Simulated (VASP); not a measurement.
**ZrS2: band gap by level of theory**

The structure is trigonal, space group P-3m1 (No. 164). The conventional cell has a = 3.647 Å, b = 3.647 Å, c = 18.900 Å, α = 90.00°, β = 90.00°, γ = 120.00°. S (site symmetry 3m) has 3 Zr at 2.56 Å as nearest neighbours. Zr (site symmetry -3m) has 6 S at 2.56 Å as nearest neighbours.

| rung | level | program and potentials | cutoff (eV) | k mesh | band gap (eV) | notes |
| --- | --- | --- | --- | --- | --- | --- |
| GGA | PBE | VASP, PBE PAW files S, Zr_sv, 520 eV | 520 | 12 × 12 × 1 | 1.09 | - |
| meta-GGA | r2SCAN | VASP, PBE PAW files S, Zr_sv, 520 eV | 520 | 12 × 12 × 1 | 1.42 | potentials made for PBE |
| hybrid | HSE06 | VASP, PBE PAW files S, Zr_sv, 520 eV | 520 | 6 × 6 × 1 | 1.91 | potentials made for PBE |
| hybrid | PBE0 | VASP, PBE PAW files S, Zr_sv, 520 eV | 520 | 6 × 6 × 1 | 2.59 | potentials made for PBE |

Task: work function. All rows: no spin polarisation. Gaps are the least found on the k mesh or the band path, and a mesh can miss the band edges. The cell was made for these runs and isn't a measured one. Meshes differ between rows, which moves values too. All levels ran on this one cell, unrelaxed unless noted. Meshes are those of the run's cell of 3 atoms unless a note names another. Runs on faulty files, with rough fits or with known faults for this quantity aren't shown. No row holds spin-orbit coupling.

By rung: GGA 1.09; meta-GGA 1.42; hybrid 1.91 to 2.59 (eV).

The gap of this single ZrS2 layer widens at every step from PBE (1.09 eV) through r2SCAN and HSE06 to PBE0 (2.59 eV), so its semiconducting character doesn't depend on the functional, though its size does. The gap itself follows from the bonding: Zr is formally tetravalent with an empty 4d shell, so the valence band is mainly S 3p and the conduction band mainly Zr 4d, and an excitation across the gap moves charge from anion to cation. The spread between HSE06 and PBE0 probably reflects the long-range exact exchange that only PBE0 retains, which acts on these occupied and empty states in opposite directions. In an isolated layer, screening is weak and depends on distance, so neither hybrid's fixed treatment of exchange is assured to suit it, and the two values shouldn't be read as strict bounds on the quasiparticle gap. Nor should either be equated with the optical onset, which electron-hole attraction lowers. The gaps alone don't place the band edges relative to vacuum, so they give no work function.
